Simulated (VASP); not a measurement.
# TiO2 (Anatase) (I4_1/amd) in VASP: notebook

Runs on TiO2 (Anatase). Level: PBE. Tasks: single point.

Everything below comes from runs of VASP 6.6.1. Logs are shortened: lines on timing, memory, paths and dates and some standing lists are left out, and cuts for length are marked.

## Step 1: The undisturbed crystal

The structure is tetragonal, space group I4_1/amd (No. 141). The conventional cell has a = 3.784 Å, b = 3.784 Å, c = 9.515 Å, α = 90.00°, β = 90.00°, γ = 90.00°. Around Ti (site symmetry -4m2) lie 6 O at 1.93 to 1.98 Å. O (site symmetry 2mm) is surrounded by 3 Ti at 1.93 to 1.98 Å.

## Step 2: Single point, PBE

INCAR

```
SYSTEM = TiO2
  PREC = Normal
  ENCUT = 460
  EDIFF = 1E-7
  ISMEAR = 0
  SIGMA = 0.05
  LREAL = .False.
  LASPH = .True.
  NELM = 100
  ALGO = Normal
  ISIF = 2
  LWAVE = .False.
  LCHARG = .False.
  GGA = PE
  ADDGRID = .False.
```

KPOINTS

```
regular mesh
0
Gamma
  5 5 5
  0 0 0
```

POSCAR

```
TiO2
1.0
   -1.8921000000      1.8921000000      4.7573000000
    1.8921000000     -1.8921000000      4.7573000000
    1.8921000000      1.8921000000     -4.7573000000
Ti O
2 4
Direct
    0.7634100000      0.2505420000      0.5022120000
    0.0240310000     -0.0225460000     -0.0109780000
    0.8032660000      0.7916050000      0.0039110000
    0.5255800000      0.0234350000      0.4817660000
    0.9615640000      0.4693800000      0.5068500000
    0.1853180000      0.2146180000     -0.0384270000
```

Potentials or basis: VASP PAW PBE potentials, release 64 (Ti, O).

Launch:

```
cat potpaw_PBE.64/Ti/POTCAR potpaw_PBE.64/O/POTCAR > POTCAR
mpirun -np 1 vasp_std > vasp.out
```

OUTCAR:

```text
SYSTEM = TiO2
   PREC = Normal
   ENCUT = 460
   EDIFF = 1E-7
   ISMEAR = 0
   LREAL = .False.
   LASPH = .True.
   NELM = 100
   ISIF = 2
   GGA = PE

 Found     63 irreducible k-points:

 Following reciprocal coordinates:
            Coordinates               Weight
  0.000000  0.000000  0.000000      1.000000
  0.200000 -0.000000  0.000000      2.000000
 -0.000000  0.200000  0.000000      2.000000
 -0.000000  0.200000 -0.200000      2.000000
  0.200000 -0.000000 -0.200000      2.000000
  0.400000  0.000000  0.000000      2.000000
   k-points           NKPTS =     63   k-points in BZ     NKDIM =     63   number of bands    NBANDS=     20
   number of dos      NEDOS =    301   number of ions     NIONS =      6
   total plane-waves  NPLWV =  27000
   dimension x,y,z NGX =    30 NGY =   30 NGZ =   30
   dimension x,y,z NGXF=    60 NGYF=   60 NGZF=   60
   ions per type =               2   4
   NGX,Y,Z   is equivalent  to a cutoff of   9.14,  9.14,  9.14 a.u.
   NGXF,Y,Z  is equivalent  to a cutoff of  18.27, 18.27, 18.27 a.u.
 SYSTEM =  TiO2
   PREC   = normal    normal or accurate (medium, high low for compatibility)
   ISTART =      0    job   : 0-new  1-cont  2-samecut
   ICHARG =      2    charge: 1-file 2-atom 10-const
   ISPIN  =      1    spin polarized calculation?
   LNONCOLLINEAR =      F non collinear calculations
   LSORBIT =      F    spin-orbit coupling
   LASPH  =      T    aspherical Exc in radial PAW
   ENCUT  =  460.0 eV  33.81 Ry    5.81 a.u.   9.55  9.55  9.55*2*pi/ulx,y,z
   NELM   =    100;   NELMIN=  2; NELMDL= -5     # of ELM steps
   EDIFF  = 0.1E-06   stopping-criterion for ELM
   LREAL  =      F    real-space projection
   EDIFFG = 0.1E-05   stopping-criterion for IOM
   NSW    =      0    number of steps for IOM
   IBRION =     -1    ionic relax: 0-MD 1-quasi-New 2-CG
   NFREE  =      0    steps in history (QN), initial steepest desc. (CG)
   ISIF   =      2    stress and relaxation
   ISYM   =      2    0-nonsym 1-usesym 2-fastsym
   POTIM  = 0.5000    time-step for ionic-motion
   TEBEG  =    0.0;   TEEND  =   0.0 temperature during run
   PSTRESS=    0.0 pullay stress
   NELECT =      32.0000    total number of electrons
   NUPDOWN=      -1.0000    fix difference up-down
   EMIN   =  10.00;   EMAX   =-10.00  energy-range for DOS
[... 5 lines left out ...]
     AMIX     =   0.40;   BMIX     =  1.00
     AMIX_MAG =   1.60;   BMIX_MAG =  1.00
  volume/ion in A,a.u.               =      11.35        76.62
  Fermi-wavevector in a.u.,A,eV,Ry     =   1.272590  2.404847 22.034444  1.619486
  Thomas-Fermi vector in A             =   2.405460
   LORBIT       =      0    0 simple, 1 ext, 2 COOP (PROOUT), +10 PAW based schemes
   GGA     = PE    functional components
   LHFCALC =     F    Hartree Fock is set to
   AEXX    =    0.0000 exact exchange contribution
   IVDW    =     0    specifies the selected vdW correction
   LEPSILON=     F    determine dielectric tensor
   LRPA    =     F    only Hartree local field effects (RPA)
 non-spin polarized calculation
 Gauss-broadening in eV      SIGMA  =   0.05
  energy-cutoff  :      460.00
  volume of cell :       68.13
 maximum number of plane-waves:      1547
   NGX = 19   NGY = 19   NGZ = 19

 number of electron      31.9999992 magnetization

 Free energy of the ion-electron system (eV)
  ---------------------------------------------------
  ext. energy  EPLUGINS =         0.00000000
  ---------------------------------------------------
  free energy    TOTEN  =       -52.51272897 eV

  energy without entropy =      -52.51272897  energy(sigma->0) =      -52.51272897

 E-fermi :   1.0556     XC(G=0): -10.5287

 val. band max:        0.7801215280   @ k =   0.0000   0.0000  -0.4000
 cond. band min:       2.9960362348   @ k =   0.0000   0.0000   0.0000
 fundamental gap:      2.2159147068
 Fermi energy:         1.0556080811

 k-point     1 :       0.0000    0.0000    0.0000
  band No.  band energies     occupation
      1     -16.9493      2.00000
      2     -16.0535      2.00000
      3     -15.8426      2.00000
      4     -15.5292      2.00000
      5      -3.1880      2.00000
      6      -3.0601      2.00000
[... 12 lines left out ...]
     19       4.2135      0.00000
     20       4.4020      0.00000

 k-point     2 :       0.2000   -0.0000    0.0000
  band No.  band energies     occupation
      1     -16.7740      2.00000
      2     -15.9663      2.00000
      3     -15.7567      2.00000
      4     -15.5039      2.00000
      5      -3.3666      2.00000
      6      -3.1747      2.00000
[... 12 lines left out ...]
     19       3.9160      0.00000
     20       4.2927      0.00000

 k-point     3 :      -0.0000    0.2000    0.0000
  band No.  band energies     occupation
      1     -16.7685      2.00000
      2     -15.9957      2.00000
      3     -15.7897      2.00000
      4     -15.4999      2.00000
      5      -3.6311      2.00000
      6      -3.1085      2.00000
[... 12 lines left out ...]
     19       3.8955      0.00000
     20       4.1805      0.00000

 k-point     4 :      -0.0000    0.2000   -0.2000
  band No.  band energies     occupation
      1     -16.7681      2.00000
      2     -15.9683      2.00000
      3     -15.7613      2.00000
      4     -15.5040      2.00000
      5      -3.3718      2.00000
      6      -3.2070      2.00000
[... 12 lines left out ...]
     19       3.8926      0.00000
     20       4.2936      0.00000

 k-point     5 :       0.2000   -0.0000   -0.2000
  band No.  band energies     occupation
      1     -16.7716      2.00000
      2     -15.9944      2.00000
      3     -15.7869      2.00000
      4     -15.5006      2.00000
      5      -3.6144      2.00000
      6      -3.1386      2.00000
[... 12 lines left out ...]
     19       3.9340      0.00000
     20       4.1398      0.00000

 k-point     6 :       0.4000    0.0000    0.0000
  band No.  band energies     occupation
      1     -16.5037      2.00000
      2     -15.7849      2.00000
      3     -15.6424      2.00000
      4     -15.4241      2.00000
      5      -3.9046      2.00000
      6      -3.3869      2.00000
[... 12 lines left out ...]
     19       4.2663      0.00000
     20       4.5781      0.00000

 [... further k-points ...]
[... 5 lines left out ...]
  --------------------------------------------------------------------------------------
  -------------------------------------------------------------------------------------
  Total        5.3035625      7.5770395      1.1378068      0.1865043      0.3593252      0.4079675
  in kB      124.7296119    178.1974287     26.7590332      4.3862239      8.4506394      9.5946118
  external PRESSURE =     109.8953579 kB  Pullay stress =       0.0000000 kB

 VOLUME and BASIS-vectors are now :
 -----------------------------------------------------------------------------
  energy-cutoff  :      460.00
  volume of cell :       68.13
      direct lattice vectors                 reciprocal lattice vectors
    -1.892100000  1.892100000  4.757300000     0.000000000  0.264256646  0.105101633
     1.892100000 -1.892100000  4.757300000     0.264256646  0.000000000  0.105101633
     1.892100000  1.892100000 -4.757300000     0.264256646  0.264256646  0.000000000

 POSITION                                       TOTAL-FORCE (eV/Angst)
 -----------------------------------------------------------------------------------
     -0.02016      1.92063      2.43450         0.093423     -1.692985      0.030607
      3.67530      0.06736      0.05929         1.314015     -0.984764     -0.405905
     -0.01466      0.02946      7.56867         0.151393     -0.551348     -0.024714
     -0.03856      1.86166      0.31992         0.273596      0.587913      1.248228
      0.02775      1.89027      4.39619        -1.812790     -0.239731      0.138330
      1.87483      1.76395     -2.67188        -0.019635      2.880914     -0.986547
 -----------------------------------------------------------------------------------
    total drift:                               -0.000246      0.000372     -0.001552

  FREE ENERGIE OF THE ION-ELECTRON SYSTEM (eV)
  ---------------------------------------------------
  free  energy   TOTEN  =       -52.5127289723 eV

  energy  without entropy=      -52.5127289723  energy(sigma->0) =      -52.51272897
```

OSZICAR:

```text
N       E                     dE             d eps       ncg     rms          rms(c)
DAV:   1     0.375752020251E+03    0.37575E+03   -0.13542E+04  2520   0.143E+03
DAV:   2    -0.872947640757E+00   -0.37662E+03   -0.36553E+03  3392   0.356E+02
DAV:   3    -0.671327915257E+02   -0.66260E+02   -0.65026E+02  3216   0.182E+02
[... 11 lines left out ...]
DAV:  15    -0.525127301678E+02    0.72445E-06   -0.66882E-05  3708   0.608E-02    0.107E-02
DAV:  16    -0.525127290271E+02    0.11407E-05   -0.34666E-06  3288   0.171E-02    0.565E-03
DAV:  17    -0.525127287773E+02    0.24983E-06   -0.35536E-06  3956   0.141E-02    0.984E-04
DAV:  18    -0.525127289355E+02   -0.15826E-06   -0.17070E-07  1656   0.424E-03    0.161E-03
DAV:  19    -0.525127289723E+02   -0.36788E-07   -0.13823E-07  1444   0.398E-03
   1 F= -.52512729E+02 E0= -.52512729E+02  d E =-.480596E-16
```

Run time: 49 s. Hardware: 1 thread of Intel Xeon 6975P-C (Granite Rapids), shared host; peak memory 0.2 GiB.

The run converged, but some of its settings lie outside the range that counts as converged, so its numbers aren't taken as properties of the crystal.

What came out:

```
Free energy            : -52.5127 eV
Pressure               : 11.0 GPa
Largest force          : 3.045 eV/Å
Band gap on the k mesh : 2.22 eV, indirect (least direct gap 2.63 eV)
```

Caveat: the k mesh is coarse (spacing up to 0.47 Å⁻¹), so the values aren't converged; the cutoff is under 1.25 times the usual one of these potentials, so pressure, stress and relaxed cells hold a basis-set (Pulay) error; an odd mesh through Γ misses points on the zone boundary, where band edges often lie.

## Step 3: Single point, PBE

INCAR, as its differences from that of step 2:

```diff
@@ -1,5 +1,5 @@
 SYSTEM = TiO2
-  PREC = Normal
+  PREC = Accurate
   ENCUT = 460
-  EDIFF = 1E-7
+  EDIFF = 0.01
   ISMEAR = 0
```

KPOINTS is that of step 2.

POSCAR is that of step 2.

Potentials or basis: VASP PAW PBE potentials, release 64 (Ti, O).

Launch:

```
cat potpaw_PBE.64/Ti/POTCAR potpaw_PBE.64/O/POTCAR > POTCAR
mpirun -np 1 vasp_std > vasp.out
```

OUTCAR:

```text
SYSTEM = TiO2
   PREC = Accurate
   ENCUT = 460
   EDIFF = 0.01
   ISMEAR = 0
   LREAL = .False.
   LASPH = .True.
   NELM = 100
   ISIF = 2
   GGA = PE

 Found     63 irreducible k-points:

 Following reciprocal coordinates:
            Coordinates               Weight
  0.000000  0.000000  0.000000      1.000000
  0.200000 -0.000000  0.000000      2.000000
 -0.000000  0.200000  0.000000      2.000000
 -0.000000  0.200000 -0.200000      2.000000
  0.200000 -0.000000 -0.200000      2.000000
  0.400000  0.000000  0.000000      2.000000
   k-points           NKPTS =     63   k-points in BZ     NKDIM =     63   number of bands    NBANDS=     20
   number of dos      NEDOS =    301   number of ions     NIONS =      6
   total plane-waves  NPLWV =  64000
   dimension x,y,z NGX =    40 NGY =   40 NGZ =   40
   dimension x,y,z NGXF=    80 NGYF=   80 NGZF=   80
   ions per type =               2   4
   NGX,Y,Z   is equivalent  to a cutoff of  12.18, 12.18, 12.18 a.u.
   NGXF,Y,Z  is equivalent  to a cutoff of  24.37, 24.37, 24.37 a.u.
 SYSTEM =  TiO2
   PREC   = accura    normal or accurate (medium, high low for compatibility)
   ISTART =      0    job   : 0-new  1-cont  2-samecut
   ICHARG =      2    charge: 1-file 2-atom 10-const
   ISPIN  =      1    spin polarized calculation?
   LNONCOLLINEAR =      F non collinear calculations
   LSORBIT =      F    spin-orbit coupling
   LASPH  =      T    aspherical Exc in radial PAW
   ENCUT  =  460.0 eV  33.81 Ry    5.81 a.u.   9.55  9.55  9.55*2*pi/ulx,y,z
   NELM   =    100;   NELMIN=  2; NELMDL= -5     # of ELM steps
   EDIFF  = 0.1E-01   stopping-criterion for ELM
   LREAL  =      F    real-space projection
   EDIFFG = 0.1E+00   stopping-criterion for IOM
   NSW    =      0    number of steps for IOM
   IBRION =     -1    ionic relax: 0-MD 1-quasi-New 2-CG
   NFREE  =      0    steps in history (QN), initial steepest desc. (CG)
   ISIF   =      2    stress and relaxation
   ISYM   =      2    0-nonsym 1-usesym 2-fastsym
   POTIM  = 0.5000    time-step for ionic-motion
   TEBEG  =    0.0;   TEEND  =   0.0 temperature during run
   PSTRESS=    0.0 pullay stress
   NELECT =      32.0000    total number of electrons
   NUPDOWN=      -1.0000    fix difference up-down
   EMIN   =  10.00;   EMAX   =-10.00  energy-range for DOS
[... 5 lines left out ...]
     AMIX     =   0.40;   BMIX     =  1.00
     AMIX_MAG =   1.60;   BMIX_MAG =  1.00
  volume/ion in A,a.u.               =      11.35        76.62
  Fermi-wavevector in a.u.,A,eV,Ry     =   1.272590  2.404847 22.034444  1.619486
  Thomas-Fermi vector in A             =   2.405460
   LORBIT       =      0    0 simple, 1 ext, 2 COOP (PROOUT), +10 PAW based schemes
   GGA     = PE    functional components
   LHFCALC =     F    Hartree Fock is set to
   AEXX    =    0.0000 exact exchange contribution
   IVDW    =     0    specifies the selected vdW correction
   LEPSILON=     F    determine dielectric tensor
   LRPA    =     F    only Hartree local field effects (RPA)
 non-spin polarized calculation
 Gauss-broadening in eV      SIGMA  =   0.05
  energy-cutoff  :      460.00
  volume of cell :       68.13
 maximum number of plane-waves:      1547
 NGX is ok and might be reduce to    40
   NGX = 19   NGY = 19   NGZ = 19

 number of electron      32.0000003 magnetization

 Free energy of the ion-electron system (eV)
  ---------------------------------------------------
  ext. energy  EPLUGINS =         0.00000000
  ---------------------------------------------------
  free energy    TOTEN  =       -52.51243704 eV

  energy without entropy =      -52.51243704  energy(sigma->0) =      -52.51243704

 E-fermi :   0.9993     XC(G=0): -10.5584

 val. band max:        0.7250349538   @ k =   0.0000   0.0000  -0.4000
 cond. band min:       2.9473410341   @ k =   0.0000   0.0000   0.0000
 fundamental gap:      2.2223060803
 Fermi energy:         0.9993048574

 k-point     1 :       0.0000    0.0000    0.0000
  band No.  band energies     occupation
      1     -17.0026      2.00000
      2     -16.1049      2.00000
      3     -15.9011      2.00000
      4     -15.5844      2.00000
      5      -3.2361      2.00000
      6      -3.1092      2.00000
[... 12 lines left out ...]
     19       4.1570      0.00000
     20       4.3539      0.00000

 k-point     2 :       0.2000   -0.0000    0.0000
  band No.  band energies     occupation
      1     -16.8275      2.00000
      2     -16.0179      2.00000
      3     -15.8147      2.00000
      4     -15.5604      2.00000
      5      -3.4168      2.00000
      6      -3.2235      2.00000
[... 84 lines left out ...]
 k-point     6 :       0.4000    0.0000    0.0000
  band No.  band energies     occupation
      1     -16.5570      2.00000
      2     -15.8370      2.00000
      3     -15.6967      2.00000
      4     -15.4860      2.00000
      5      -3.9554      2.00000
      6      -3.4381      2.00000
[... 12 lines left out ...]
     19       4.2124      0.00000
     20       4.5228      0.00000

 [... further k-points ...]
[... 5 lines left out ...]
  --------------------------------------------------------------------------------------
  -------------------------------------------------------------------------------------
  Total        6.6079317      8.8537123      2.4779602      0.1888042      0.3748822      0.4024625
  in kB      155.4058731    208.2223219     58.2768688      4.4403126      8.8165093      9.4651467
  external PRESSURE =     140.6350213 kB  Pullay stress =       0.0000000 kB

 VOLUME and BASIS-vectors are now :
 -----------------------------------------------------------------------------
  energy-cutoff  :      460.00
  volume of cell :       68.13
      direct lattice vectors                 reciprocal lattice vectors
    -1.892100000  1.892100000  4.757300000     0.000000000  0.264256646  0.105101633
     1.892100000 -1.892100000  4.757300000     0.264256646  0.000000000  0.105101633
     1.892100000  1.892100000 -4.757300000     0.264256646  0.264256646  0.000000000

 POSITION                                       TOTAL-FORCE (eV/Angst)
 -----------------------------------------------------------------------------------
     -0.02016      1.92063      2.43450         0.096461     -1.673650      0.040342
      3.67530      0.06736      0.05929         1.302332     -0.981868     -0.413208
     -0.01466      0.02946      7.56867         0.150586     -0.555886     -0.003820
     -0.03856      1.86166      0.31992         0.273310      0.582382      1.261396
      0.02775      1.89027      4.39619        -1.804493     -0.240868      0.118561
      1.87483      1.76395     -2.67188        -0.018196      2.869889     -1.003272
 -----------------------------------------------------------------------------------
    total drift:                               -0.011746      0.022652      0.012627

  FREE ENERGIE OF THE ION-ELECTRON SYSTEM (eV)
  ---------------------------------------------------
  free  energy   TOTEN  =       -52.5124370439 eV

  energy  without entropy=      -52.5124370439  energy(sigma->0) =      -52.51243704
```

OSZICAR:

```text
N       E                     dE             d eps       ncg     rms          rms(c)
DAV:   1     0.375752090875E+03    0.37575E+03   -0.13542E+04  2520   0.143E+03
DAV:   2    -0.872448010204E+00   -0.37662E+03   -0.36553E+03  3392   0.356E+02
DAV:   3    -0.671320736706E+02   -0.66260E+02   -0.65025E+02  3216   0.182E+02
DAV:   4    -0.697367088853E+02   -0.26046E+01   -0.26003E+01  3180   0.418E+01
DAV:   5    -0.698154642493E+02   -0.78755E-01   -0.78732E-01  3160   0.704E+00    0.462E+01
DAV:   6    -0.537596942226E+02    0.16056E+02   -0.11694E+02  3616   0.767E+01    0.151E+01
DAV:   7    -0.530237609387E+02    0.73593E+00   -0.19757E+01  3960   0.384E+01    0.143E+01
DAV:   8    -0.528507832254E+02    0.17298E+00   -0.80230E+00  3124   0.253E+01    0.720E+00
DAV:   9    -0.525068332452E+02    0.34395E+00   -0.21777E+00  3152   0.138E+01    0.429E-01
DAV:  10    -0.525124370439E+02   -0.56038E-02   -0.61623E-02  2980   0.185E+00
   1 F= -.52512437E+02 E0= -.52512437E+02  d E =-.610302E-16
```

stdout:

```text
POSCAR found type information on POSCAR TiO
 POSCAR found :  2 types and       6 ions
 scaLAPACK will be used
 LDA part: xc-table for (Slater+PW92), standard interpolation
 POSCAR, INCAR and KPOINTS ok, starting setup
 FFT: planning ... GRIDC
 FFT: planning ... GRID_SOFT
 FFT: planning ... GRID
 WAVECAR not read
 entering main loop
```

Run time: 46 s. Hardware: 1 thread of Intel Xeon 6975P-C (Granite Rapids), shared host; peak memory 0.26 GiB.

These settings aren't checked as converged: the numbers below hold their error.

What came out:

```
Free energy            : -52.5124 eV
Pressure               : 14.1 GPa
Largest force          : 3.040 eV/Å
Band gap on the k mesh : 2.22 eV, indirect (least direct gap 2.64 eV)
```

Caveat: the k mesh is coarse (spacing up to 0.47 Å⁻¹), so the values aren't converged; the cutoff is under 1.25 times the usual one of these potentials, so pressure, stress and relaxed cells hold a basis-set (Pulay) error; an odd mesh through Γ misses points on the zone boundary, where band edges often lie.

(Continued in part 2 of 2.)
